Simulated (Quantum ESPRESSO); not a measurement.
Here is a Quantum ESPRESSO 7.5 calculation.

pw.in

```
&CONTROL
  calculation = 'scf'
  prefix = 'pwscf'
  outdir = './tmp'
  pseudo_dir = './pseudo'
  tprnfor = .true.
  tstress = .true.
  disk_io = 'low'
/
&SYSTEM
  ibrav = 0
  nat = 2
  ntyp = 2
  ecutwfc = 104
  nbnd = 32
  occupations = 'smearing'
  smearing = 'fd'
  degauss = 0.00367493
/
&ELECTRONS
  conv_thr = 4d-10
  electron_maxstep = 120
  mixing_beta = 0.5
/
ATOMIC_SPECIES
Pb   207.2000 Pb.upf
Se    78.9710 Se.upf
CELL_PARAMETERS bohr
   0.0000000000    5.7837902633    5.7837902633
   5.7837902633    0.0000000000    5.7837902633
   5.7837902633    5.7837902633    0.0000000000
ATOMIC_POSITIONS bohr
Pb     0.0000000000    0.0000000000    0.0000000000
Se     5.7837902633    5.7837902633    5.7837902633
K_POINTS automatic
8 8 8 0 0 0
```

File bands.in:

```
&CONTROL
  calculation = 'bands'
  prefix = 'pwscf'
  outdir = './tmp'
  pseudo_dir = './pseudo'
  disk_io = 'low'
  verbosity = 'high'
/
&SYSTEM
  ibrav = 0
  nat = 2
  ntyp = 2
  ecutwfc = 104
  nbnd = 32
  occupations = 'smearing'
  smearing = 'fd'
  degauss = 0.00367493
/
&ELECTRONS
  conv_thr = 1d-08
  electron_maxstep = 120
  mixing_beta = 0.5
  diago_full_acc = .true.
  startingwfc = 'random'
/
ATOMIC_SPECIES
Pb   207.2000 Pb.upf
Se    78.9710 Se.upf
CELL_PARAMETERS bohr
   0.0000000000    5.7837902633    5.7837902633
   5.7837902633    0.0000000000    5.7837902633
   5.7837902633    5.7837902633    0.0000000000
ATOMIC_POSITIONS bohr
Pb     0.0000000000    0.0000000000    0.0000000000
Se     5.7837902633    5.7837902633    5.7837902633
K_POINTS crystal
60
 0.0000000000  0.0000000000  0.0000000000 1
 0.0625000000  0.0000000000  0.0625000000 1
 0.1250000000  0.0000000000  0.1250000000 1
 0.1875000000  0.0000000000  0.1875000000 1
 0.2500000000  0.0000000000  0.2500000000 1
 0.3125000000  0.0000000000  0.3125000000 1
 0.3750000000  0.0000000000  0.3750000000 1
 0.4375000000  0.0000000000  0.4375000000 1
 0.5000000000  0.0000000000  0.5000000000 1
 0.5000000000  0.0625000000  0.5625000000 1
 0.5000000000  0.1250000000  0.6250000000 1
 0.5000000000  0.1875000000  0.6875000000 1
 0.5000000000  0.2500000000  0.7500000000 1
 0.4375000000  0.3125000000  0.7500000000 1
 0.3750000000  0.3750000000  0.7500000000 1
 0.3375000000  0.3375000000  0.6750000000 1
 0.3000000000  0.3000000000  0.6000000000 1
 0.2625000000  0.2625000000  0.5250000000 1
 0.2250000000  0.2250000000  0.4500000000 1
 0.1875000000  0.1875000000  0.3750000000 1
 0.1500000000  0.1500000000  0.3000000000 1
 0.1125000000  0.1125000000  0.2250000000 1
 0.0750000000  0.0750000000  0.1500000000 1
 0.0375000000  0.0375000000  0.0750000000 1
 0.0000000000  0.0000000000  0.0000000000 1
 0.0625000000  0.0625000000  0.0625000000 1
 0.1250000000  0.1250000000  0.1250000000 1
 0.1875000000  0.1875000000  0.1875000000 1
 0.2500000000  0.2500000000  0.2500000000 1
 0.3125000000  0.3125000000  0.3125000000 1
 0.3750000000  0.3750000000  0.3750000000 1
 0.4375000000  0.4375000000  0.4375000000 1
 0.5000000000  0.5000000000  0.5000000000 1
 0.5250000000  0.4500000000  0.5250000000 1
 0.5500000000  0.4000000000  0.5500000000 1
 0.5750000000  0.3500000000  0.5750000000 1
 0.6000000000  0.3000000000  0.6000000000 1
 0.6250000000  0.2500000000  0.6250000000 1
 0.5833333333  0.2500000000  0.6666666667 1
 0.5416666667  0.2500000000  0.7083333333 1
 0.5000000000  0.2500000000  0.7500000000 1
 0.5000000000  0.2857142857  0.7142857143 1
 0.5000000000  0.3214285714  0.6785714286 1
 0.5000000000  0.3571428571  0.6428571429 1
 0.5000000000  0.3928571429  0.6071428571 1
 0.5000000000  0.4285714286  0.5714285714 1
 0.5000000000  0.4642857143  0.5357142857 1
 0.5000000000  0.5000000000  0.5000000000 1
 0.4821428571  0.4821428571  0.5357142857 1
 0.4642857143  0.4642857143  0.5714285714 1
 0.4464285714  0.4464285714  0.6071428571 1
 0.4285714286  0.4285714286  0.6428571429 1
 0.4107142857  0.4107142857  0.6785714286 1
 0.3928571429  0.3928571429  0.7142857143 1
 0.3750000000  0.3750000000  0.7500000000 1
 0.6250000000  0.2500000000  0.6250000000 1
 0.5937500000  0.1875000000  0.5937500000 1
 0.5625000000  0.1250000000  0.5625000000 1
 0.5312500000  0.0625000000  0.5312500000 1
 0.5000000000  0.0000000000  0.5000000000 1
```

Potentials or basis: PseudoDojo 0.4 SR PBE stringent.

Launch:

```console
$ OMP_NUM_THREADS=1 pw.x -in pw.in > pw.out
$ OMP_NUM_THREADS=1 pw.x -in bands.in > bands.out
```

**Question.** What does it give for the pressure?

**Answer.** 2.5 GPa.

**Question.** What does it give for the band gap along the path?

**Answer.** 0.30 eV, direct.

Levels at the corners of the path, in eV from the valence-band top:
| point | band 21 | band 22 | band 23 | band 24 | band 25 | band 26 |
| --- | --- | --- | --- | --- | --- | --- |
| Γ | -1.88 | -1.88 | -1.88 | 4.71 | 4.71 | 4.71 |
| X | -4.98 | -3.23 | -3.23 | 3.71 | 5.61 | 5.61 |
| W | -4.23 | -4.23 | -0.79 | 1.89 | 4.96 | 4.96 |
| K | -4.57 | -2.72 | -2.39 | 3.40 | 4.02 | 5.44 |
| Γ | -1.88 | -1.88 | -1.88 | 4.71 | 4.71 | 4.71 |
| L | -1.47 | -1.47 | 0.00 | 0.30 | 1.70 | 1.70 |
| U | -4.57 | -2.72 | -2.39 | 3.40 | 4.02 | 5.44 |
| W | -4.23 | -4.23 | -0.79 | 1.89 | 4.96 | 4.96 |
| L | -1.47 | -1.47 | 0.00 | 0.30 | 1.70 | 1.70 |
| K | -4.57 | -2.72 | -2.39 | 3.40 | 4.02 | 5.44 |
| U | -4.57 | -2.72 | -2.39 | 3.40 | 4.02 | 5.44 |
| X | -4.98 | -3.23 | -3.23 | 3.71 | 5.61 | 5.61 |

Caveat: spin-orbit coupling is left out, which as a rule narrows the gap of such compounds by several tenths of an eV.

**Experimental background.**

From a printed reference work, monograph, for a bulk crystal of PbSe at 300 K: band gap 0.28 eV (direct).

Against the measured gap of PbSe, 0.28 eV (direct; 300 K; a printed reference work, monograph), the calculated 0.30 eV is off by +0.02 eV. 2 values of this kind are on record (0.15 to 0.28 eV); this one was drawn at random. Spin-orbit coupling on Pb, Se is left out. The value is that of PBE, without temperature or zero-point motion.
